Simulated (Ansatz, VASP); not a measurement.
HgTe (Coloradoite): VASP and Ansatz over several settings

```
Hg Te
1.0
     0.00000    3.25680    3.25680
     3.25680    0.00000    3.25680
     3.25680    3.25680    0.00000
Hg Te
1 1
Direct
  0.00000 0.00000 0.00000
  0.75000 0.75000 0.75000
```

Single points on this cell with VASP 6.6.1 and Ansatz 0.2.0. Each row is one pair of runs. Alike in all rows: spin: off; k mesh: 7 × 7 × 7; smearing: fermi-dirac, width 0.05 eV; VASP's potentials, cutoff: VASP PAW PBE potentials, release 64 (Hg, Te), 520 eV.

```csv
level,"Ansatz's potentials, cutoff","gap on the k mesh at the Fermi level (eV), VASP","gap on the k mesh at the Fermi level (eV), Ansatz","pressure (GPa), VASP","pressure (GPa), Ansatz"
PBE+D4,"Ansatz PAW, 420 eV",none,none,0.6,0.6
revPBE,"Ansatz PAW, 420 eV",none,none,3.8,3.7
BLYP+D3(BJ),"Ansatz PAW, 420 eV",none,none,1.3,1.0
r2SCAN,"Ansatz PAW, 500 eV",?,none,?,1.2
```

Q: Fill in what VASP gave in row 4.

A: gap on the k mesh at the Fermi level (eV): none; pressure (GPa): 1.3.

A gap of «none» marks a metal or a gap that the smearing closes.

Caveats: pairwise dispersion overbinds metals, which lowers pressure and volume (some rows); the PAW data sets were made with another functional, which shifts forces and pressure a little (VASP); the PAW data sets come from PBE, with cores solved anew for the run's functional, which leaves a small shift of forces and pressure (Ansatz).
